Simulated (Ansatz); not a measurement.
# CdF2: what symmetry allows forces and stress to be

```xyz
3
Lattice="-0.3233 2.9138 2.9138 2.5905 0.0000 2.5905 2.5905 2.5905 0.0000" Properties=species:S:1:pos:R:3 pbc="T T T"
Cd    0.0655   -0.0655   -0.0655
F     1.2391    1.3514    1.3514
F     3.5531    4.2184    4.2184
```

Level of theory: DFT PBEsol, scalar-relativistic, plane waves, PAW in Ansatz 0.2.0.

Plane waves to 420 eV, a k mesh through Γ of 8×8×8 on the computed 3-atom cell and Gaussian smearing (0.02 eV); no spin polarisation.

This distorted cell has space group R3m, with 6 operations.

Question: Without a calculation: in which directions can each atom feel a force?

Answer: A force must be left unchanged by every operation that keeps its atom in place, so it lies in the space that those operations leave fixed. Atoms that the group maps onto each other feel forces of one size.
| atom | site symmetry | operations at the site | equivalent to atom | allowed force (Cartesian) |
| --- | --- | --- | --- | --- |
| Cd1 | 3m | 6 | 1 | along (-0.58, 0.58, 0.58) |
| F2 | 3m | 6 | 2 | along (-0.58, 0.58, 0.58) |
| F3 | 3m | 6 | 3 | along (-0.58, 0.58, 0.58) |

That leaves 3 independent force components of 9, tied by 1 condition that the forces sum to zero, so 2 remain. A relaxation in this cell that keeps the symmetry moves the atoms in these directions alone.

Question: And the stress tensor?

Answer: It must be invariant under the point group, which leaves 2 independent components: xx = yy, xx = zz, yy = zz, xz = xy. Further linear relations between components hold in this frame.

Question: Do the computed values obey this?

Answer: Yes. Forces (eV/Å):
```
Cd1 -0.155  0.155  0.155
F2  -0.232  0.232  0.232
F3   0.387 -0.387 -0.387
```

Stress (GPa, compression positive, xx yy zz yz xz xy): 0.81 0.81 0.81 -1.47 1.47 1.47. The program imposes the same operations on density, forces and stress, so this confirms the analysis and is no independent test of the calculation.